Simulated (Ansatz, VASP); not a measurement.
**ZnS in VASP and in Ansatz**

Contents of INCAR:

```
  PREC = Accurate
  ENCUT = 520
  EDIFF = 1E-7
  ISMEAR = 0
  SIGMA = 0.01
  LREAL = False
  LASPH = True
  NELM = 80
  ALGO = Normal
  ISIF = 2
  LWAVE = False
  LCHARG = False
  GGA = PE
  NBANDS = 16
```

The input KPOINTS:

```
regular mesh
0
Gamma
  8 8 8
```

File POSCAR:

```
ZnS
1.0
    0.0000000000      2.6940955616      2.6940955616
    2.6940955616      0.0000000000      2.6940955616
    2.6940955616      2.6940955616      0.0000000000
Zn S
1 1
Direct
    0.2500000000      0.2500000000      0.2500000000
    0.0000000000      0.0000000000      0.0000000000
```

Input for Ansatz:

```yaml
crystal:
  lattice:
    - [0.0, 2.6940955616, 2.6940955616]
    - [2.6940955616, 0.0, 2.6940955616]
    - [2.6940955616, 2.6940955616, 0.0]
  atoms:
    - { symbol: Zn, position: [0.25, 0.25, 0.25] }
    - { symbol: S, position: [0.0, 0.0, 0.0] }
kpoints:
  mp_grid: { grid: [8, 8, 8] }
  band_path:
    path:
      - [0.0, 0.0, 0.0]
      - [-0.5, -0.5, 0.0]
      - [-0.375, -0.375, 0.25]
      - [-0.375, 0.0, 0.375]
      - [0.0, 0.0, 0.5]
      - [-0.5, -0.25, 0.25]
    npoints: 1
hamiltonian:
  xc: pbe
scf:
  occupations: { method: fixed }
  n_extra_bands: 4
output:
  forces: true
  stress: true
  eigenvalues: true
```

Alike in both runs: task single point; functional PBE; k mesh 8 × 8 × 8; no spin polarisation.

|  | VASP | Ansatz |
| --- | --- | --- |
| version | VASP 6.6.1 | Ansatz 0.2.0 |
| potentials or method | VASP PAW PBE potentials, release 64 (Zn, S) | plane waves, PAW |
| plane-wave cutoff (eV) | 520 | 420 |
| occupations | gaussian, width 0.01 eV | fixed |
| valence electrons in the cell | 18 | 18 |

Ansatz gave:

```
gap on the k mesh at the Fermi level (eV) : 2.15
pressure (GPa)                            : 2.3
```

Problem. Which values does VASP return?

Solution. gap on the k mesh at the Fermi level (eV): 2.15; pressure (GPa): 2.5.

A hybrid or GW would open this gap; PBE tends to underestimate it.
